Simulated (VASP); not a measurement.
**From an Ansatz input to VASP: CdI2 (1T (CdI2) bulk)**

Ansatz input

```yaml
crystal:
  lattice:
    - [4.2470087284, 0.0, 0.0]
    - [-2.1235043642, 3.6780174489, 0.0]
    - [0.0, 0.0, 6.8950251473]
  atoms:
    - { symbol: Cd, position: [0.0, 0.0, 0.0] }
    - { symbol: I, position: [0.3333333333, 0.6666666667, 0.2493934756] }
    - { symbol: I, position: [0.6666666667, 0.3333333333, 0.7506065244] }
kpoints:
  mp_grid: { grid: [12, 12, 4] }
  band_path:
    path:
      - [0.0, 0.0, 0.0]
      - [0.5, 0.0, 0.0]
      - [0.3333333333, 0.3333333333, 0.0]
      - [0.0, 0.0, 0.5]
      - [0.5, 0.0, 0.5]
      - [0.3333333333, 0.3333333333, 0.5]
      - [-0.119792, 0.119792, 0.213542]
      - [0.0, 0.455729, 0.359375]
    npoints: 1
hamiltonian:
  xc: pbe
scf:
  occupations: { method: fermi_dirac, width: 0.02 }
  n_extra_bands: 4
output:
  forces: true
  stress: true
  eigenvalues: true
  write_density: true
  write_potential: true
  elf: true
  volumetric_format: npy
```

Question: Write VASP inputs for this cell and level of theory.

Answer: 

INCAR

```
PREC = Accurate
LCHARG = .FALSE.
LREAL = .FALSE.
GGA = PE
NELM = 120
NBANDS = 20
ISMEAR = -1
NSW = 0
LASPH = .TRUE.
SIGMA = 0.02
IBRION = -1
ENCUT = 520
LWAVE = .FALSE.
ISIF = 2
EDIFF = 1E-7
```

KPOINTS

```
KPOINTS created by Atomic Simulation Environment
0
Gamma
12 12 4
0 0 0
```

KPOINTS_OPT

```
special points
8
Reciprocal
0.0000000000 0.0000000000 0.0000000000 1
0.5000000000 0.0000000000 0.0000000000 1
0.3333333333 0.3333333333 0.0000000000 1
0.0000000000 0.0000000000 0.5000000000 1
0.5000000000 0.0000000000 0.5000000000 1
0.3333333333 0.3333333333 0.5000000000 1
-0.1197920000 0.1197920000 0.2135420000 1
0.0000000000 0.4557290000 0.3593750000 1
```

POSCAR

```
Cd I
 1.0000000000000000
     4.2470087283659348   -0.0000000000288829    0.0000000000000000
    -2.1235043641579541    3.6780174488735855    0.0000000000000000
     0.0000000000000000    0.0000000000000000    6.8950251473043984
 Cd  I
   1   2
Cartesian
  0.0000000000000000 -0.0000000000000000  0.0000000000000000
  0.0000000000166756  2.4520116325727623  1.7195742859700569
  2.1235043641913043  1.2260058162719398  5.1754508613343413
```

VASP ran with the recommended PBE PAW datasets (26 valence electrons in the cell). Other inputs would serve too.

```json
{"": "gap between bands v and c", "Ansatz": "2.33 eV", "VASP": "2.32 eV"}
{"": "least direct gap", "Ansatz": "2.62 eV", "VASP": "2.61 eV"}
{"": "pressure", "Ansatz": "1.6 GPa", "VASP": "1.7 GPa"}
{"": "largest force", "Ansatz": "0.07 eV/Å", "VASP": "0.09 eV/Å"}
```

Each program uses its own PAW datasets. VASP's cell holds 26 valence electrons and Ansatz's 54. Ansatz's stress includes a Pulay correction; VASP's doesn't.
